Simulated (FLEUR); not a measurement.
# Sn (I4_1/amd) in FLEUR: a series of runs

Runs on Sn. Level: AM05. Tasks: band structure, equation of state.

Program: FLEUR MaX-R8.1 (later development tree). These are calculated values, not measurements. Logs are shortened: lines on timing, memory, paths and dates and some standing lists are left out, and cuts for length are marked.

**1. The structure**

The structure is tetragonal, space group I4_1/amd (No. 141). The conventional cell has a = 5.880 Å, b = 5.880 Å, c = 3.199 Å, α = 90.00°, β = 90.00°, γ = 90.00°. Sn (site symmetry -4m2) has 6 Sn at 3.05 to 3.20 Å as nearest neighbours.

**2. Band structure, AM05**

The input, inp.xml:

```xml
<?xml version="1.0" encoding="UTF-8" standalone="no"?>
<fleurInput fleurInputVersion="0.39">
   <comment>
      Sn                                                                                                  
   </comment>
   <calculationSetup>
      <cutoffs Kmax="4.1" Gmax="12.7" GmaxXC="12.7" numbands="0"/>
      <scfLoop itmax="60" minDistance="0.00001" maxIterBroyd="15" imix="Anderson" alpha="0.05" precondParam="0.0" spinf="2.0" sdNocoIR="T"/>
      <coreElectrons ctail="T" frcor="F" kcrel="0" coretail_lmax="0"/>
      <xcFunctional name="LibXC" relativisticCorrections="F">
         <LibXCName exchange="gga_x_am05" correlation="gga_c_am05"/>
      </xcFunctional>
      <magnetism jspins="1"/>
      <soc l_soc="F" theta="0.0" phi="0.0" spav="F"/>
      <expertModes spex="0" secvar="F"/>
      <geometryOptimization l_f="F" forcealpha="1.0" forcemix="BFGS" epsdisp="0.00001" epsforce="0.00001"/>
      <ldaU l_linMix="F" mixParam="0.05" spinf="1.0"/>
   </calculationSetup>
   <cell>
      <bzIntegration valenceElectrons="44.0" mode="hist" fermiSmearingEnergy="0.00183747">
         <kPointListSelection listName="default-1"/>
         <!-- k-points included here -->
         <xi:include xmlns:xi="http://www.w3.org/2001/XInclude" href="kpts.xml"> </xi:include>
      </bzIntegration>
      <!-- symmetry operations included here -->
      <xi:include xmlns:xi="http://www.w3.org/2001/XInclude" href="sym.xml"> </xi:include>
      <bulkLattice scale="1.0">
         <bravaisMatrix>
            <row-1>   -5.5560602283737479     5.5560602283737479     3.0222427495490689</row-1>
            <row-2>    5.5560602283737479    -5.5560602283737479     3.0222427495490689</row-2>
            <row-3>    5.5560602283737479     5.5560602283737479    -3.0222427495490689</row-3>
         </bravaisMatrix>
      </bulkLattice>
   </cell>
   <atomSpecies>
      <species name="Tin (Sn)" element="Sn" atomicNumber="50">
         <mtSphere radius="2.66" gridPoints="879" logIncrement="0.015"/>
         <atomicCutoffs lmax="11" lnonsphr="8"/>
         <electronConfig flipSpins="F">
            <coreConfig>(1s1/2) (2s1/2) (2p1/2) (2p3/2) (3s1/2) (3p1/2) (3p3/2) (3d3/2) (3d5/2)</coreConfig>
            <valenceConfig>(4s1/2) (4p1/2) (4p3/2) (5s1/2) (4d3/2) (4d5/2) (5p1/2) (5p3/2)</valenceConfig>
            <stateOccupation state="(5p1/2)" spinUp="0.333333" spinDown="0.333333"/>
            <stateOccupation state="(5p3/2)" spinUp="0.666667" spinDown="0.666667"/>
         </electronConfig>
         <energyParameters s="5" p="5" d="4" f="4"/>
         <lo type="SCLO" l="0" n="4" eDeriv="0"/>
         <lo type="SCLO" l="1" n="4" eDeriv="0"/>
         <lo type="SCLO" l="1" n="4" eDeriv="1"/>
         <lo type="SCLO" l="2" n="4" eDeriv="2"/>
         <lo type="SCLO" l="3" n="4" eDeriv="2"/>
      </species>
   </atomSpecies>
   <atomGroups>
      <atomGroup species="Tin (Sn)">
         <relPos label="                   1">1.000/8.000 -1.000/8.000 -1.000/4.000</relPos>
         <relPos label="                   2">-1.000/8.000 1.000/8.000 1.000/4.000</relPos>
         <force calculate="T" relaxXYZ="TTT"/>
      </atomGroup>
   </atomGroups>
   <output dos="F" band="F" slice="F">
      <checks vchk="F" cdinf="F"/>
      <bandDOS minEnergy="-.5*Htr" maxEnergy="0.5*Htr" sigma="0.015" storeEVData="T"/>
      <vacuumDOS vacdos="F" integ="F" star="F" nstars="0" locx1="0.0" locy1="0.0" locx2="0.0" locy2="0.0" nstm="0" tworkf="0.0"/>
      <unfoldingBand unfoldBand="F" supercellX="1" supercellY="1" supercellZ="1"/>
      <plotting iplot="0" polar="F">
         <plot TwoD="T" vec1="  1.0  0.0  0.0" vec2="  0.0  1.0  0.0" vec3="  0.0  0.0  1.0" zero="  0.0  0.0  0.0" file="plot"/>
      </plotting>
      <chargeDensitySlicing numkpt="0" minEigenval="0.0" maxEigenval="0.0" nnne="0" pallst="F"/>
      <specialOutput eonly="F"/>
      <moessbauerParams electricFieldGradient="T" isomerShift="T" coreHyperfine="T" valenceHyperfine="T"/>
      <magneticCircularDichroism mcd="F" energyLo="-10.0" energyUp="0.0"/>
   </output>
  <!-- We include the file relax.xml here to enable relaxations (see documentation) -->
  <xi:include xmlns:xi="http://www.w3.org/2001/XInclude" href="relax.xml"> <xi:fallback/> </xi:include>
</fleurInput>
```

The input, crystal.txt:

```
Sn
&input cartesian=F /
-2.9401404553  2.9401404553  1.5993019889
2.9401404553  -2.9401404553  1.5993019889
2.9401404553  2.9401404553  -1.5993019889
1.8897261246
1.0 1.0 1.0

2
50 0.0000000000  0.0000000000  0.0000000000
50 0.7500000000  0.2500000000  0.5000000000

&kpt div1=9 div2=9 div3=9 gamma=T /
```

The input, inp.xml (bands):

```
<?xml version="1.0" encoding="UTF-8" standalone="no"?>
<fleurInput fleurInputVersion="0.39">
   <comment>
      Sn                                                                                                  
   </comment>
   <calculationSetup>
      <cutoffs Kmax="4.1" Gmax="12.7" GmaxXC="12.7" numbands="0"/>
      <scfLoop itmax="60" minDistance="0.00001" maxIterBroyd="15" imix="Anderson" alpha="0.05" precondParam="0.0" spinf="2.0" sdNocoIR="T"/>
      <coreElectrons ctail="T" frcor="F" kcrel="0" coretail_lmax="0"/>
      <xcFunctional name="LibXC" relativisticCorrections="F">
         <LibXCName exchange="gga_x_am05" correlation="gga_c_am05"/>
      </xcFunctional>
      <magnetism jspins="1"/>
      <soc l_soc="F" theta="0.0" phi="0.0" spav="F"/>
      <expertModes spex="0" secvar="F"/>
      <geometryOptimization l_f="F" forcealpha="1.0" forcemix="BFGS" epsdisp="0.00001" epsforce="0.00001"/>
      <ldaU l_linMix="F" mixParam="0.05" spinf="1.0"/>
   </calculationSetup>
   <cell>
      <bzIntegration valenceElectrons="44.0" mode="hist" fermiSmearingEnergy="0.00183747">
         <kPointListSelection listName="path-1"/>
         <!-- k-points included here -->
         <xi:include xmlns:xi="http://www.w3.org/2001/XInclude" href="kpts.xml"> </xi:include>
      </bzIntegration>
      <!-- symmetry operations included here -->
      <xi:include xmlns:xi="http://www.w3.org/2001/XInclude" href="sym.xml"> </xi:include>
      <bulkLattice scale="1.0">
         <bravaisMatrix>
            <row-1>   -5.5560602283737479     5.5560602283737479     3.0222427495490689</row-1>
            <row-2>    5.5560602283737479    -5.5560602283737479     3.0222427495490689</row-2>
            <row-3>    5.5560602283737479     5.5560602283737479    -3.0222427495490689</row-3>
         </bravaisMatrix>
      </bulkLattice>
   </cell>
   <atomSpecies>
      <species name="Tin (Sn)" element="Sn" atomicNumber="50">
         <mtSphere radius="2.66" gridPoints="879" logIncrement="0.015"/>
         <atomicCutoffs lmax="11" lnonsphr="8"/>
         <electronConfig flipSpins="F">
            <coreConfig>(1s1/2) (2s1/2) (2p1/2) (2p3/2) (3s1/2) (3p1/2) (3p3/2) (3d3/2) (3d5/2)</coreConfig>
            <valenceConfig>(4s1/2) (4p1/2) (4p3/2) (5s1/2) (4d3/2) (4d5/2) (5p1/2) (5p3/2)</valenceConfig>
            <stateOccupation state="(5p1/2)" spinUp="0.333333" spinDown="0.333333"/>
            <stateOccupation state="(5p3/2)" spinUp="0.666667" spinDown="0.666667"/>
         </electronConfig>
         <energyParameters s="5" p="5" d="4" f="4"/>
         <lo type="SCLO" l="0" n="4" eDeriv="0"/>
         <lo type="SCLO" l="1" n="4" eDeriv="0"/>
         <lo type="SCLO" l="1" n="4" eDeriv="1"/>
         <lo type="SCLO" l="2" n="4" eDeriv="2"/>
         <lo type="SCLO" l="3" n="4" eDeriv="2"/>
      </species>
   </atomSpecies>
   <atomGroups>
      <atomGroup species="Tin (Sn)">
         <relPos label="                   1">1.000/8.000 -1.000/8.000 -1.000/4.000</relPos>
         <relPos label="                   2">-1.000/8.000 1.000/8.000 1.000/4.000</relPos>
         <force calculate="T" relaxXYZ="TTT"/>
      </atomGroup>
   </atomGroups>
   <output dos="F" band="T" slice="F">
      <checks vchk="F" cdinf="F"/>
      <bandDOS minEnergy="-.5*Htr" maxEnergy="0.5*Htr" sigma="0.015" storeEVData="T"/>
      <vacuumDOS vacdos="F" integ="F" star="F" nstars="0" locx1="0.0" locy1="0.0" locx2="0.0" locy2="0.0" nstm="0" tworkf="0.0"/>
      <unfoldingBand unfoldBand="F" supercellX="1" supercellY="1" supercellZ="1"/>
      <plotting iplot="0" polar="F">
         <plot TwoD="T" vec1="  1.0  0.0  0.0" vec2="  0.0  1.0  0.0" vec3="  0.0  0.0  1.0" zero="  0.0  0.0  0.0" file="plot"/>
      </plotting>
      <chargeDensitySlicing numkpt="0" minEigenval="0.0" maxEigenval="0.0" nnne="0" pallst="F"/>
      <specialOutput eonly="F"/>
      <moessbauerParams electricFieldGradient="T" isomerShift="T" coreHyperfine="T" valenceHyperfine="T"/>
      <magneticCircularDichroism mcd="F" energyLo="-10.0" energyUp="0.0"/>
   </output>
  <!-- We include the file relax.xml here to enable relaxations (see documentation) -->
  <xi:include xmlns:xi="http://www.w3.org/2001/XInclude" href="relax.xml"> <xi:fallback/> </xi:include>
</fleurInput>
```

Potentials or basis: all-electron, FLAPW.

On the command line:

```console
$ inpgen -f crystal.txt -profile fastHighL
$ # inp.xml edited to the form shown
$ fleur_MPI
$ fleur_MPI   # second run, on inp.xml (bands)
```

Output:

```text
Welcome to FLEUR        (www.flapw.de)
      MaX-Release 8.1          (www.max-centre.eu)
 func_ids         135         120         135         120
The functional 'Armiento & Mattsson 05' is an exchange functional, it belongs to the 'GGA' family and is defined in the reference(s):
[1] R. Armiento and A. E. Mattsson.,  Phys. Rev. B 72, 085108 (2005)
[2] A. E. Mattsson, R. Armiento, J. Paier, G. Kresse, J. M. Wills, and T. R. Mattsson.,  J. Chem. Phys. 128, 084714 (2008)
The functional 'Armiento & Mattsson 05' is a correlation functional, it belongs to the 'GGA' family and is defined in the reference(s):
[1] R. Armiento and A. E. Mattsson.,  Phys. Rev. B 72, 085108 (2005)
[2] A. E. Mattsson, R. Armiento, J. Paier, G. Kresse, J. M. Wills, and T. R. Mattsson.,  J. Chem. Phys. 128, 084714 (2008)
 Using same functional for VXC and EXC

 ========== k-point set info ==========
 Selected k-point list: default-1
 k-point list type: mesh
 9 x 9 x 9
 Number of k points: 75

 ------------Calculation Setup---------------------------
 Number of MPI-tasks      :            1
 Number of PE/node        :            1
 Number of OMP-threads    :            1
 Most efficient MPI parallelization for:
           1           3           5          15          25          75
 Additional eigenvalue parallelization possible
 Number of basis functions:          526
 Approximate size of matrices (H+S) per k-point:         0.004 GB
 --------------------------------------------------------
 Iteration:     1   Distance:       5.29769078 me/bohr^3
 Iteration:     2   Distance:       4.97080688 me/bohr^3
 Iteration:     3   Distance:       1.81896953 me/bohr^3
 Iteration:     4   Distance:       0.21700741 me/bohr^3
 Iteration:     5   Distance:       0.15649098 me/bohr^3
 Iteration:     6   Distance:       0.01650797 me/bohr^3
 Iteration:     7   Distance:       0.01174064 me/bohr^3
 Iteration:     8   Distance:       0.00192908 me/bohr^3
 Iteration:     9   Distance:       0.00028616 me/bohr^3
 Iteration:    10   Distance:       0.00013315 me/bohr^3
 Iteration:    11   Distance:       0.00002123 me/bohr^3
 Iteration:    12   Distance:       0.00000689 me/bohr^3

 ********************************************************************
 Run finished successfully
 Stop message:
   all done
 ********************************************************************
```

It took 81 s on 1 thread of Arm Neoverse V1, shared host; peak memory 0.09 GiB.

Results:

```
Free energy                                           : -336005.2577 eV
Band gap along the path                               : none (metal or under the smearing width)
Valence electrons inside the program's atomic spheres : Sn 20.24 (radii Sn 2.66 bohr)
```

Levels at the corners of the path, in eV from the Fermi level:
```tsv
point	band 18	band 19	band 20	band 21	band 22	band 23	band 24	band 25	band 26	band 27
Γ	-21.14	-11.02	-3.72	-1.94	-1.94	2.94	6.12	6.12	6.75	6.85
X	-21.26	-8.81	-8.81	0.59	0.59	1.51	1.51	5.95	5.95	9.49
M	-21.32	-7.52	-7.52	-4.73	-4.73	4.99	4.99	9.19	9.19	12.41
Γ	-21.14	-11.02	-3.72	-1.94	-1.94	2.94	6.12	6.12	6.75	6.85
Z	-21.22	-6.48	-5.56	-3.00	-2.86	-2.86	2.98	5.50	5.50	8.42
P	-21.23	-5.96	-5.96	-3.47	-3.47	3.53	3.53	3.87	3.87	6.71
N	-21.20	-6.89	-5.35	-2.35	-1.67	-1.11	2.23	2.80	4.59	7.10
Z1	-21.22	-6.48	-5.56	-3.00	-2.86	-2.86	2.98	5.50	5.50	8.42
M	-21.32	-7.52	-7.52	-4.73	-4.73	4.99	4.99	9.19	9.19	12.41
X	-21.26	-8.81	-8.81	0.59	0.59	1.51	1.51	5.95	5.95	9.49
P	-21.23	-5.96	-5.96	-3.47	-3.47	3.53	3.53	3.87	3.87	6.71
```

Core levels (eV from the Fermi level):
| atom | levels |
| --- | --- |
| 1 Sn | 1s1/2 -28959.5, 2s1/2 -4367.8, 2p1/2 -4080.9, 2p3/2 -3850.7, 3s1/2 -838.9, 3p1/2 -722.3, 3p3/2 -680.3, 3d3/2 -473.8, 3d5/2 -465.1 |
| 2 Sn | 1s1/2 -28959.5, 2s1/2 -4367.8, 2p1/2 -4080.9, 2p3/2 -3850.7, 3s1/2 -838.9, 3p1/2 -722.3, 3p3/2 -680.3, 3d3/2 -473.8, 3d5/2 -465.1 |

Caveat: spin-orbit coupling is left out, which moves the levels of the heavy elements.

**3. Equation of state, AM05, 25.99 Å³/atom (volume scaled by 0.94)**

Edit inp.xml of step 2 so:

```diff
@@ -26,3 +26,3 @@
       <xi:include xmlns:xi="http://www.w3.org/2001/XInclude" href="sym.xml"> </xi:include>
-      <bulkLattice scale="1.0">
+      <bulkLattice scale="0.9795861087">
          <bravaisMatrix>
@@ -36,3 +36,3 @@
       <species name="Tin (Sn)" element="Sn" atomicNumber="50">
-         <mtSphere radius="2.66" gridPoints="879" logIncrement="0.015"/>
+         <mtSphere radius="2.59" gridPoints="879" logIncrement="0.015"/>
          <atomicCutoffs lmax="11" lnonsphr="8"/>
```

Potentials or basis: all-electron, FLAPW.

On the command line:

```console
$ inpgen -f crystal.txt -profile fastHighL
$ # inp.xml edited to the form shown
$ fleur_MPI
```

Run time: 69 s. Hardware: 1 thread of Arm Neoverse V1, shared host; peak memory 0.09 GiB.

It converged, with:

```yaml
Free_energy: -336005.2519 eV
Band_gap_on_the_k_mesh: none (metal or under the smearing width)
Valence_electrons_inside_the_program's_atomic_spheres: Sn 20.13 (radii Sn 2.59 bohr)
```

**4. Equation of state, AM05, 26.54 Å³/atom (volume scaled by 0.96)**

Edit inp.xml of step 3 so:

```diff
@@ -26,3 +26,3 @@
       <xi:include xmlns:xi="http://www.w3.org/2001/XInclude" href="sym.xml"> </xi:include>
-      <bulkLattice scale="0.9795861087">
+      <bulkLattice scale="0.9864848297">
          <bravaisMatrix>
```

On the command line:

```console
$ inpgen -f crystal.txt -profile fastHighL
$ # inp.xml edited to the form shown
$ fleur_MPI
```

It took 73 s on 1 thread of Arm Neoverse V1, shared host; peak memory 0.09 GiB.

Results (log left out):

* Free energy: -336005.2614 eV
* Band gap on the k mesh: none (metal or under the smearing width)
* Valence electrons inside the program's atomic spheres: Sn 20.11 (radii Sn 2.59 bohr)

**5. Equation of state, AM05, 27.65 Å³/atom**

Edit inp.xml of step 4 so:

```diff
@@ -26,3 +26,3 @@
       <xi:include xmlns:xi="http://www.w3.org/2001/XInclude" href="sym.xml"> </xi:include>
-      <bulkLattice scale="0.9864848297">
+      <bulkLattice scale="1.0000000000">
          <bravaisMatrix>
```

On the command line:

```console
$ inpgen -f crystal.txt -profile fastHighL
$ # inp.xml edited to the form shown
$ fleur_MPI
```

Wall time 76 s (1 thread of Arm Neoverse V1, shared host); peak memory 0.09 GiB.

It converged, with:

```yaml
Free_energy: -336005.2563 eV
Band_gap_on_the_k_mesh: none (metal or under the smearing width)
Valence_electrons_inside_the_program's_atomic_spheres: Sn 20.08 (radii Sn 2.59 bohr)
```

**6. Equation of state, AM05, 28.76 Å³/atom (volume scaled by 1.04)**

Edit inp.xml of step 5 so:

```diff
@@ -26,3 +26,3 @@
       <xi:include xmlns:xi="http://www.w3.org/2001/XInclude" href="sym.xml"> </xi:include>
-      <bulkLattice scale="1.0000000000">
+      <bulkLattice scale="1.0131594038">
          <bravaisMatrix>
```

Potentials or basis: all-electron, FLAPW.

On the command line:

```console
$ inpgen -f crystal.txt -profile fastHighL
$ # inp.xml edited to the form shown
$ fleur_MPI
```

It took 81 s on 1 thread of Arm Neoverse V1, shared host; peak memory 0.09 GiB.

It converged, with:

```yaml
Free_energy: -336005.2250 eV
Band_gap_on_the_k_mesh: none (metal or under the smearing width)
Valence_electrons_inside_the_program's_atomic_spheres: Sn 20.05 (radii Sn 2.59 bohr)
```

**7. Equation of state, AM05, 29.31 Å³/atom (volume scaled by 1.06)**

Edit inp.xml of step 6 so:

```diff
@@ -26,3 +26,3 @@
       <xi:include xmlns:xi="http://www.w3.org/2001/XInclude" href="sym.xml"> </xi:include>
-      <bulkLattice scale="1.0131594038">
+      <bulkLattice scale="1.0196128224">
          <bravaisMatrix>
```

On the command line:

```console
$ inpgen -f crystal.txt -profile fastHighL
$ # inp.xml edited to the form shown
$ fleur_MPI
```

Wall time 89 s (1 thread of Arm Neoverse V1, shared host); peak memory 0.09 GiB.

It converged, with:

```
Free energy                                           : -336005.2011 eV
Band gap on the k mesh                                : none (metal or under the smearing width)
Valence electrons inside the program's atomic spheres : Sn 20.03 (radii Sn 2.59 bohr)
```

**8. Equation of state, AM05**

Potentials or basis: all-electron, FLAPW.

This step only gathers the single runs of the series.

Results:

| Quantity | Value |
| --- | --- |
| Equilibrium volume | 26.90 Å³/atom |
| Bulk modulus at fixed shape and positions | 54 GPa |
| Pressure derivative of the bulk modulus | 4.7 (rough: it moves with the points fitted) |

Energy against volume, from the lowest point:
```csv
volume (Å³/atom),energy (meV/atom)
25.991,4.75
26.544,0.00
27.650,2.56
28.756,18.20
29.309,30.12
```

Caveat: the cell was scaled at fixed shape and fractional positions, which overstates the stiffness of a crystal with free parameters, most of all of layers and chains.
